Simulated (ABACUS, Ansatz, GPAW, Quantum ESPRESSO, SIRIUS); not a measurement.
LiCl: equilibrium volume by level of theory

```yaml
crystal:
  lattice:
    - [0.00000, 2.56477, 2.56477]
    - [2.56477, 0.00000, 2.56477]
    - [2.56477, 2.56477, 0.00000]
  atoms:
    - { symbol: Cl, position: [0.50000, 0.50000, 0.50000] }
    - { symbol: Li, position: [0.00000, 0.00000, 0.00000] }
```

```csv
rung,level,program and potentials,cutoff (eV),k mesh,smearing,task,core time,chip,equilibrium volume (Å³/atom),miss,notes
GGA + dispersion,PBEsol+D3(BJ)+ATM,"Ansatz, Ansatz PAW",420,9 × 9 × 9,fermi-dirac 0.05,relaxation of cell and atoms,4.3 s,Intel Xeon,15.51,-8.6 %,"potentials made for PBE, which Ansatz adapts in part"
GGA + dispersion,RPBE+D4,"Ansatz, Ansatz PAW",420,9 × 9 × 9,fermi-dirac 0.05,relaxation of cell and atoms,4.4 s,Arm Neoverse V1,16.58,-2.3 %,"potentials made for PBE, which Ansatz adapts in part"
LDA,LDA,"Ansatz, all-electron LAPW, scalar-relativistic",-,9 × 9 × 9,fermi-dirac 0.05,relaxation of cell and atoms,5.5 s,Arm Neoverse V2,15.30,-9.8 %,-
GGA,RPBE,"Ansatz, Ansatz PAW",420,9 × 9 × 9,fermi-dirac 0.05,relaxation of cell and atoms,5.8 s,Arm Neoverse N1,18.18,+7.1 %,"potentials made for PBE, which Ansatz adapts in part"
GGA + dispersion,PBEsol+D3(BJ),"Ansatz, all-electron LAPW, scalar-relativistic",-,9 × 9 × 9,fermi-dirac 0.05,relaxation of cell and atoms,5.8 s,Arm Neoverse V2,15.37,-9.4 %,-
GGA,RPBE,"Ansatz, all-electron LAPW, scalar-relativistic",-,9 × 9 × 9,fermi-dirac 0.05,relaxation of cell and atoms,10 s,Intel Xeon Platinum 8259CL Skylake/Cascade Lake,18.19,+7.2 %,-
LDA,LDA,"Ansatz, JTH PAW LDA",1200,9 × 9 × 9,fixed,relaxation of cell and atoms,12 s,Arm Neoverse V1,(a),?,-
GGA + dispersion,PBE+D3(zero damping),"Quantum ESPRESSO, PseudoDojo 0.4.1 SR PBE standard",1007,9 × 9 × 9,fermi-dirac 0.05,relaxation of cell and atoms,36 s,Arm Neoverse V2,16.53,-2.6 %,-
GGA,PBEsol,"GPAW, PAW data sets generated for this functional",800,9 × 9 × 9,fermi-dirac 0.05,equation of state,42 s,Intel Xeon 6975P-C Granite Rapids,(b),?,-
GGA + dispersion,PBE+D3(BJ),"GPAW, GPAW PAW data sets (gpaw-data 1.2.1)",800,7 × 7 × 7,fermi-dirac 0.05,equation of state,47 s,Arm Neoverse V1,(c),?,-
GGA,PBE,"ABACUS, PseudoDojo NC SR 0.4.1 PBE standard, plane waves",1007,9 × 9 × 9,fermi-dirac 0.05,equation of state,2 min,Intel Xeon Platinum 8488C Sapphire Rapids,17.08,+0.6 %,-
GGA,PBE,"SIRIUS, PseudoDojo 0.4.1 PBE standard (scalar relativistic)",1030,9 × 9 × 9,fermi-dirac 0.05,equation of state,3.4 min,Arm Neoverse V1,17.08,+0.6 %,-
```

Times are single runs on shared hosts and different chips, so they are rough; meshes, cutoffs and the tasks' sizes weigh on the time. All rows: no spin polarisation. Smearing widths are in eV. Meshes differ between rows, which moves values too. Meshes are those of the run's cell of 2 atoms unless a note names another. Relaxations start from the cell shown or near it and stop with a little pressure left. The cell shown, of 16.87 Å³ an atom, is the runs' start and not the measured value. Misses use the values as printed. Runs on faulty files, with rough fits or with known faults for this quantity aren't shown. No row holds spin-orbit coupling.

Measured: 16.97 Å³/atom at 298.15 K (a printed reference work). The runs are for a static lattice.

Q: Estimate the values left out from the other rows.

A: (a) 15.36 Å³/atom, miss -9.5 %; (b) 16.29 Å³/atom, miss -4.0 %; (c) 16.07 Å³/atom, miss -5.3 %.
